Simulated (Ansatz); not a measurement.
The system is Re.

```
Re
1.0
     2.76080    0.00000    0.00000
    -1.38040    2.39092    0.00000
     0.00000    0.00000    4.45820
Re
2
Direct
  0.66667 0.33333 0.75000
  0.33333 0.66667 0.25000
```

Base run:

| Property | Result |
| --- | --- |
| Program | Ansatz 0.2.0 |
| Functional | PBEsol |
| Potentials or basis | all-electron LAPW, scalar-relativistic |
| Cutoff | 281 eV (chosen from the basis error) |
| Basis error allowed | 0.001 eV/atom |
| k mesh | 11 × 11 × 6 |
| Occupations | fermi-dirac, width 0.05 eV |
| Spin | no spin polarisation |

Its results: pressure -4.1 GPa.

Q: The run is repeated on the same cell with these changes: functional from PBEsol to PBE. What comes out?

A: Pressure 6.1 GPa.

PBE binds less tightly than PBEsol, so the same cell stands under more pressure.
